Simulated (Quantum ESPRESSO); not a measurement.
# SiC (Moissanite 3C): zone-centre phonons, part 3 of 3

Aim: the zone-centre modes of SiC (Moissanite 3C).

Quantum ESPRESSO 7.5; DFT PBE, scalar-relativistic, plane waves, GBRV ultrasoft pseudopotentials.

So far. Step 5 (Linear response at Γ): The acoustic modes at Γ come out as far as 0.6 cm⁻¹ from zero, where they should vanish, a small numerical error; the Born charges miss their sum rule by 0.0014 e, which is good. Step 6 (Zone-centre analysis): The rule moves no optical mode by more than 0.1 cm⁻¹.

**7. Check by a frozen phonon**

The atoms are moved along one mode, by 0.015 Å at most in any Cartesian component, and the restoring forces give its frequency without the response code: a check of the response kernel of this functional.

frozen.in

```
&control
   calculation = 'scf'
   prefix = 'x'
   outdir = './tmp'
   pseudo_dir = './pseudo'
   tprnfor = .true.
/
&system
   ibrav = 2
   celldm(1) = 8.27379947
   nat = 2
   ntyp = 2
   ecutwfc = 55.0
   ecutrho = 440.0
   occupations = 'fixed'
   nbnd = 6
/
&electrons
   conv_thr = 1.0d-11
   mixing_beta = 0.7
   electron_maxstep = 100
/
ATOMIC_SPECIES
 Si     28.0850  Si.upf
 C      12.0110  C.upf
ATOMIC_POSITIONS crystal
 Si     0.001465175  -0.001465175   0.001465175
 C      0.246574018   0.253425982   0.246574018
K_POINTS automatic
 12 12 12 0 0 0
```

On the command line:

```sh
$ OMP_NUM_THREADS=1 mpirun -n 4 pw.x -nk 4 -in frozen.in > frozen.out
```

Log:

```text
[banner, memory and clock lines left out]
Program PWSCF v.7.5

     G-vector sticks info

     bravais-lattice index     =            2
     lattice parameter (alat)  =       8.2738  a.u.
     unit-cell volume          =     141.5973 (a.u.)^3
     number of atoms/cell      =            2
     number of atomic types    =            2
     number of electrons       =         8.00
     number of Kohn-Sham states=            6
     kinetic-energy cutoff     =      55.0000  Ry
     charge density cutoff     =     440.0000  Ry
     scf convergence threshold =      1.0E-11
     mixing beta               =       0.7000
     number of iterations used =            8  plain     mixing
     Exchange-correlation= SLA  PW   PBE  PBE
                           (   1   4   3   4   0   0   0)

     celldm(1)=   8.273799  celldm(2)=   0.000000  celldm(3)=   0.000000
     celldm(4)=   0.000000  celldm(5)=   0.000000  celldm(6)=   0.000000

     crystal axes: (cart. coord. in units of alat)
               a(1) = (  -0.500000   0.000000   0.500000 )
               a(2) = (   0.000000   0.500000   0.500000 )
               a(3) = (  -0.500000   0.500000   0.000000 )

     reciprocal axes: (cart. coord. in units 2 pi/alat)
               b(1) = ( -1.000000 -1.000000  1.000000 )
               b(2) = (  1.000000  1.000000  1.000000 )
               b(3) = ( -1.000000  1.000000 -1.000000 )

     PseudoPot. # 1 for Si read from file:
     ./pseudo/Si.upf
     Pseudo is Ultrasoft + core correction, Zval =  4.0
     Using radial grid of  899 points,  6 beta functions with:
                l(1) =   0
                l(2) =   0
                l(3) =   1
                l(4) =   1
                l(5) =   2
                l(6) =   2
     Q(r) pseudized with  8 coefficients,  rinner =    0.900   0.900   0.900
                                                       0.900   0.900

     PseudoPot. # 2 for C  read from file:
     ./pseudo/C.upf
     Pseudo is Ultrasoft + core correction, Zval =  4.0
     Using radial grid of  721 points,  4 beta functions with:
                l(1) =   0
                l(2) =   0
                l(3) =   1
                l(4) =   1
     Q(r) pseudized with  8 coefficients,  rinner =    1.100   1.100   1.100

     atomic species   valence    mass     pseudopotential
     Si                4.00    28.08500     Si( 1.00)
     C                 4.00    12.01100     C ( 1.00)

      4 Sym. Ops. (no inversion) found

   Cartesian axes

     site n.     atom                  positions (alat units)
         1        Si     tau(   1) = (  -0.0014652   0.0000000   0.0000000  )
         2        C      tau(   2) = (  -0.2465740   0.2500000   0.2500000  )

     number of k points=   280

     Number of k-points >= 100: set verbosity='high' to print them.

     Dense  grid:    22123 G-vectors     FFT dimensions: (  40,  40,  40)

     Smooth grid:     7799 G-vectors     FFT dimensions: (  27,  27,  27)

     Initial potential from superposition of free atoms

     starting charge       7.9993, renormalised to       8.0000
     Starting wfcs are    8 randomized atomic wfcs

     per-process dynamical memory:    25.7 Mb

     Self-consistent Calculation

     iteration #  1     ecut=    55.00 Ry     beta= 0.70
     Davidson diagonalization with overlap
     ethr =  1.00E-02,  avg # of iterations =  3.1

     total energy              =     -20.96522231 Ry
     estimated scf accuracy    <       0.42774002 Ry

     iteration #  2     ecut=    55.00 Ry     beta= 0.70
     Davidson diagonalization with overlap
     ethr =  5.35E-03,  avg # of iterations =  2.0

     total energy              =     -21.09503351 Ry
     estimated scf accuracy    <       0.14837066 Ry

     iteration #  3     ecut=    55.00 Ry     beta= 0.70
     Davidson diagonalization with overlap
     ethr =  1.85E-03,  avg # of iterations =  1.7

     total energy              =     -21.11607069 Ry
     estimated scf accuracy    <       0.00216620 Ry

     iteration #  4     ecut=    55.00 Ry     beta= 0.70
     Davidson diagonalization with overlap
     ethr =  2.71E-05,  avg # of iterations =  4.6

     total energy              =     -21.11697488 Ry
     estimated scf accuracy    <       0.00114815 Ry

     iteration #  5     ecut=    55.00 Ry     beta= 0.70
     Davidson diagonalization with overlap
     ethr =  1.44E-05,  avg # of iterations =  2.1

     total energy              =     -21.11725455 Ry
     estimated scf accuracy    <       0.00002981 Ry

     iteration #  6     ecut=    55.00 Ry     beta= 0.70
     Davidson diagonalization with overlap
     ethr =  3.73E-07,  avg # of iterations =  3.1

     total energy              =     -21.11725802 Ry
     estimated scf accuracy    <       0.00000431 Ry

     iteration #  7     ecut=    55.00 Ry     beta= 0.70
     Davidson diagonalization with overlap
     ethr =  5.39E-08,  avg # of iterations =  2.4

     total energy              =     -21.11725951 Ry
     estimated scf accuracy    <       0.00000005 Ry

     iteration #  8     ecut=    55.00 Ry     beta= 0.70
     Davidson diagonalization with overlap
     ethr =  6.05E-10,  avg # of iterations =  3.5

     total energy              =     -21.11725958 Ry
     estimated scf accuracy    <          5.1E-09 Ry

     iteration #  9     ecut=    55.00 Ry     beta= 0.70
     Davidson diagonalization with overlap
     ethr =  6.38E-11,  avg # of iterations =  1.9

     total energy              =     -21.11725958 Ry
     estimated scf accuracy    <          4.1E-10 Ry

     iteration # 10     ecut=    55.00 Ry     beta= 0.70
     Davidson diagonalization with overlap
     ethr =  5.09E-12,  avg # of iterations =  2.4

     total energy              =     -21.11725958 Ry
     estimated scf accuracy    <          2.3E-11 Ry

     iteration # 11     ecut=    55.00 Ry     beta= 0.70
     Davidson diagonalization with overlap
     ethr =  2.82E-13,  avg # of iterations =  2.5

     End of self-consistent calculation

     Number of k-points >= 100: set verbosity='high' to print the bands.

     highest occupied, lowest unoccupied level (ev):     9.3837   10.6640

!    total energy              =     -21.11725958 Ry
     estimated scf accuracy    <          2.6E-14 Ry

     The total energy is the sum of the following terms:
     one-electron contribution =       5.47057210 Ry
     hartree contribution      =       2.34525885 Ry
     xc contribution           =      -8.09972052 Ry
     ewald contribution        =     -20.83337001 Ry

     convergence has been achieved in  11 iterations

     Forces acting on atoms (cartesian axes, Ry/au):

     atom    1 type  1   force =     0.01551391    0.00000000    0.00000000
     atom    2 type  2   force =    -0.01551391    0.00000000    0.00000000

     Total force =     0.021940     Total SCF correction =     0.000000

     XML data file, charge density, pseudopotentials, collected wavefunctions
```

Elapsed: 11 s, on 4 MPI ranks of Arm Neoverse V1, shared host.

Numbers from this step:

| Quantity | Value |
| --- | --- |
| gap on the k-mesh | 1.280 eV |
| frequency from the forces | 775.9 cm⁻¹ |
| frequency from linear response | 776.2 cm⁻¹ |

The forces give 775.9 cm⁻¹ against 776.2 cm⁻¹ from linear response after the sum rule.

**8. Modes along a direction of q (1 0 0)**

A longitudinal polar mode sets up a macroscopic field that stiffens it; the term hangs on the direction from which q goes to zero.

dynmat.in

```
&input
   fildyn = 'g.dyn'
   asr = 'simple'
   fileig = 'dynmat.eig'
   q(1) = 1.0
   q(2) = 0.0
   q(3) = 0.0
/
```

On the command line:

```sh
$ dynmat.x -in dynmat.in > dynmat.out
```

Log:

```text
[banner, memory and clock lines left out]
Program DYNMAT v.7.5

     Reading Dynamical Matrix from file g.dyn
     ...Force constants read
     ...epsilon and Z* read

     Polarizability (A^3 units)
     multiply by 0.333764 for Clausius-Mossotti correction
         9.999030    0.000000    0.000000
         0.000000    9.999030    0.000000
        -0.000000    0.000000    9.999030

     IR activities are in (D/A)^2/amu units

# mode   [cm-1]    [THz]      IR
    1      0.00    0.0000    0.0000
    2      0.00    0.0000    0.0000
    3      0.00    0.0000    0.0000
    4    776.15   23.2683   20.1167
    5    776.15   23.2683   20.1167
    6    946.05   28.3618   20.1167
```

It took 0.45 s on 1 thread.

Read from the output:

```yaml
highest_mode_moved_by_the_lo_to_term: 946.0 cm⁻¹
```

Zone-centre frequencies as printed; negative means imaginary. Modes:

| mode | frequency (cm⁻¹) |
| --- | --- |
| 1 | 0 |
| 2 | 0 |
| 3 | 0 |
| 4 | 776.1 |
| 5 | 776.1 |
| 6 | 946 |

The field moves one mode, from 776 to 946 cm⁻¹; the others stay.

**9. What came out**

| Quantity | Value |
| --- | --- |
| space group after relaxation | F-43m |
| volume per atom | 10.5 Å³ |
| gap on the k-mesh | 1.38 eV |
| highest optical zone-centre mode (no LO-TO term) | 776.1 cm⁻¹ |
| highest mode moved by the LO-TO term | 946.0 cm⁻¹ |
| mean high-frequency dielectric constant | 6.99 |
| largest Born charge in size (third of the trace) | 2.71 e |
| mean static dielectric constant | 10.4 |
| imaginary optical modes at the zone centre (no q mesh in this session) | none |

At the PBE level the optical modes of SiC (Moissanite 3C) at the zone centre (no LO-TO term) lie at 776 cm⁻¹. Along the directions run, the highest mode that the macroscopic field moves lies at 946 cm⁻¹. Lattice motion raises the mean dielectric constant from 6.988 to 10.38. The Lyddane-Sachs-Teller relation holds: (ωLO/ωTO)² is 1.49 and ε₀/ε∞ is 1.49. These are harmonic frequencies at zero temperature: anharmonic shifts and linewidths and thermal expansion are left out.

Calculation against experiment:

| quantity | measured | PBE GBRV ultrasoft, Quantum ESPRESSO |
| --- | --- | --- |
| lattice constant a (Å) | 4.357 | 4.378 (+0.5 %) |
| ε∞ (mean of the tensor) | 6.49 | 6.99 (+7.7 %) |
| Raman mode, TO at Gamma (cm⁻¹) | 796 | 776 (-2.5 %) |
| infrared mode, TO at Gamma (cm⁻¹) | 797.5 | 776 (-2.7 %) |

Measured values from arxiv:1210.3244 (2012), arxiv:astro-ph/9903031 (1999), arxiv:1810.03146 (2018) and arxiv:0803.1210 (2008).

**Verdict.** The lattice constant a is off by +0.5 %: good agreement. The ε∞ is off by +7.7 %: fair agreement. The Raman mode is off by -2.5 %: good agreement. The infrared mode is off by -2.7 %: good agreement. The grades are ours: good and fair within 0.7 and 1.5 % for the lattice constant a, 7 and 18 % for the ε∞, 3 and 7 % for the Raman mode and 3 and 7 % for the infrared mode. Zero-point motion and thermal expansion (measured at up to 292 K) are not in the computed lattice constants, Raman mode and infrared mode. As a rule both would widen the computed cell, so the excess over experiment is if anything larger than shown.

[Host names and launcher messages were left out of these logs when they were recorded.]

[Logs are printed without paths, hosts, clocks, repeated set-up lines and the standing remarks that a program may print on its own settings, such as how far it seeks lower states.]

[Hosts, paths, dates, database ids (printed as entryN), source tags and the programs' standing remarks are cut or masked in the printed files.]
